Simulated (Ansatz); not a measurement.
## Every step of a relaxation of Cu (simple hexagonal type)

DFT, PBE, PAW with Ansatz's default frozen-core files, scalar-relativistic (Ansatz 0.2.0); a Γ-centred 17×17×16 k mesh, Fermi–Dirac smearing of 0.05 eV, no spin polarisation. The run relaxes shape and atoms at held volume.

Command: `ansatz run input.yaml --threads 1 --pin off --max-ram 2048MiB --backend cpu --events-out ev --progress --plain --runs-dir out` It took 7.2 s on 1 thread of Arm Neoverse V1, with other jobs on the host, peak memory 0.3 GiB.

PAW: frozen-core files, cutoff 420 eV; forces are relaxed below 0.005 eV/Å.

Each step lists its free energy a cell above the last geometry, the pressure, the cell vectors (Å), and Cartesian positions (Å) with forces (eV/Å).

The first step:

```
step 1  dF = 26.21 meV  P = 661.4 GPa
  cell 1.9080 0.0000 0.0000  -0.9540 1.6523 0.0000  0.0000 0.0000 1.8572
  Cu 0.0000 0.0000 0.0000   0.0000 0.0000 0.0000
```

Where does the relaxation end, and by which steps?

After 2 geometries, with conventional a, b, c = 1.923, 1.923, 1.829 Å, at 5.855 Å³/atom and 658.8 GPa in space group P6/mmm, with a shortest distance of 1.829 Å. The further steps:
```
step 2  dF = 0.00 meV  P = 658.8 GPa
  cell 1.9227 0.0000 0.0000  -0.9614 1.6651 0.0000  0.0000 0.0000 1.8288
  Cu 0.0000 0.0000 0.0000   0.0000 0.0000 0.0000
step 3  dF = 0.03 meV  P = 658.8 GPa  (same geometry on a basis chosen anew; earlier energies don't compare to the last digit)
  cell 1.9227 0.0000 0.0000  -0.9614 1.6651 0.0000  0.0000 0.0000 1.8288
  Cu 0.0000 0.0000 0.0000   0.0000 0.0000 0.0000
```
